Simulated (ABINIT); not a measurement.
Write the native input for ABINIT 10.8.3 (patched build) that does the following.

```yaml
Task: relaxation of cell and atoms
Functional: PW91
Potentials_or_basis: JTH PAW PBE v2.0
Cutoff: 653 eV
k_mesh: 7 × 7 × 3
Occupations: fermi-dirac, width 0.05 eV
Spin: no spin polarisation
Cell_freedom_optcell: 2
Cutoff_smearing_ecutsm_Ha: 0.5
Optimiser_ionmov: 2
Force_stop_Ha/bohr: 0.0005
Fine-grid_cutoff: 1251.72 eV
```

Crystal: MoS2.

```xyz
3
Lattice="3.2275 0.0000 0.0000 -1.6137 2.7951 0.0000 0.0000 0.0000 6.3125" Properties=species:S:1:pos:R:3 pbc="T T T"
Mo    0.0000    0.0000    3.1562
S     1.6137    0.9317    4.7008
S     0.0000    1.8634    1.6117
```

Measurements of this composition are mostly on another form, of space group No. 194.

These files were run (other wordings do the same):

run.abi

```
# Pseudopotentials
pp_dirpath "./"
pseudos "Mo.GGA_PBE-JTH.xml, S.GGA_PBE-JTH.xml"

# Structure
acell 3.2274645616 3.2274645615 6.31247342 Angstrom
rprim
     1.0000000000     0.0000000000     0.0000000000
    -0.5000000000     0.8660254038     0.0000000000
     0.0000000000     0.0000000000     1.0000000000
ntypat 2
znucl 42 16
natom 3
typat 1 2 2
xred
     0.0000000000     0.0000000000     0.5000000000
     0.6666666667     0.3333333333     0.7446806800
     0.3333333333     0.6666666667     0.2553193200
chkprim 0
chksymtnons 0
tolsym 1.0e-6

# Plane-wave basis
ecut 24.0
pawecutdg 46.0
pawxcdev 0

# k points
kptopt 1
ngkpt 7 7 3
nshiftk 1
shiftk 0.0 0.0 0.0

# Exchange and correlation
ixc -109134

# Bands and occupations
nband 17
occopt 3
tsmear 0.05 eV

# SCF cycle
nstep 100
tolvrs 1.0e-9

# Output
iomode 3
prtwf 0
prtden 0
prteig 0
prtebands 0
enunit 1

# Relaxation
ionmov 2
ntime 60
tolmxf 0.0005
optcell 2
dilatmx 1.08
ecutsm 0.5
```

Potentials or basis: JTH PAW PBE v2.0.

The run is started by

```console
$ abinit run.abi > log 2>&1
```

Results of the run:

```
Relaxed volume                                        : 20.97 Å³/atom
Relaxed cell                                          : a = 3.214 Å, b = 3.214 Å, c = 7.033 Å, α = 90.00°, β = 90.00°, γ = 120.00°
Space group after relaxing (to 0.05 Å)                : P-3m1 (No. 164)
Energy gained by relaxing                             : 4.7 meV/atom
Ionic steps                                           : 14
Pressure after relaxing                               : 0.1 GPa
Largest force after relaxing                          : 0.026 eV/Å
Band gap on the k mesh                                : none (metal or under the smearing width)
Valence electrons inside the program's atomic spheres : Mo 11.23; S 3.59
```

Caveat: the PAW data sets were made with another functional, which shifts forces and pressure a little; this functional lacks dispersion, which binds the layers, so the pressure and a relaxed spacing across them are unreliable.

It took 9.7 min on 1 thread of AMD EPYC 7R43 64-Core Processor (Zen 3), with other jobs on the host, peak memory 0.15 GiB.
